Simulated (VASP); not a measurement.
A run of VASP 6.6.1 is set up as follows.

File INCAR:

```
SYSTEM = CoO
PREC = Accurate ; ENCUT = 520
EDIFF = 1E-6 ; ISMEAR = 0
SIGMA = 0.03 ; LREAL = .FALSE.
LASPH = .TRUE. ; NELM = 150
ALGO = Normal ; ISIF = 2
LWAVE = .FALSE. ; LCHARG = .FALSE.
ISPIN = 2 ; MAGMOM = 3 0
LORBIT = 11 ; LMAXMIX = 4
LDAU = .TRUE. ; LDAUTYPE = 2
LDAUL = 2 -1 ; LDAUU = 3.32 0
LDAUJ = 0 0 ; LDAUPRINT = 1
GGA = PE ; NBANDS = 18
AMIX = 0.2 ; BMIX = 1E-4
AMIX_MAG = 0.8 ; BMIX_MAG = 1E-4
ICORELEVEL = 1
```

The input KPOINTS:

```
Automatic mesh
0
G
  12 12 12
  0 0 0
```

Contents of POSCAR:

```
CoO                                     
1.0
    0.0000000000      2.1218731822      2.1218731822
    2.1218731822      0.0000000000      2.1218731822
    2.1218731822      2.1218731822      0.0000000000
  Co              O             
     1     1
Direct
     0.0000000000000000    0.0000000000000000    0.0000000000000000
     0.5000000000000000    0.5000000000000000    0.5000000000000000
```

Contents of KPOINTS_OPT:

```
explicit points
209
Reciprocal
 0.0000000000  0.0000000000  0.0000000000 1
 0.0263157895  0.0000000000  0.0263157895 1
 0.0526315789  0.0000000000  0.0526315789 1
 0.0789473684  0.0000000000  0.0789473684 1
 0.1052631579  0.0000000000  0.1052631579 1
 0.1315789474  0.0000000000  0.1315789474 1
[... 201 lines left out ...]
 0.4250000000  0.0000000000  0.4250000000 1
 0.4500000000  0.0000000000  0.4500000000 1
```

Potentials or basis: VASP PAW PBE potentials, release 64 (Co, O).

Command:

```console
$ cat potpaw_PBE.64/Co/POTCAR potpaw_PBE.64/O/POTCAR > POTCAR
$ mpirun -np 1 vasp_std > vasp.out
```

Estimate the net moment.

3.00 μB per cell.

What does it give for the site moments?

Co +2.73; O +0.26 μB.

What does it give for the band gap along the path?

None (metal or under the smearing width).

Core levels (eV, on the scale of the bands):
| atom | levels |
| --- | --- |
| 1 Co | 1s -7578.0, 2s -884.1, 2p -755.1, 3s -87.5, 3p -50.8 |
| 2 O | 1s -498.2 |

Caveat: a cell with one magnetic atom can't hold antiferromagnetic order, which such compounds often take. The state reached can hang on the start; a lower one may exist.
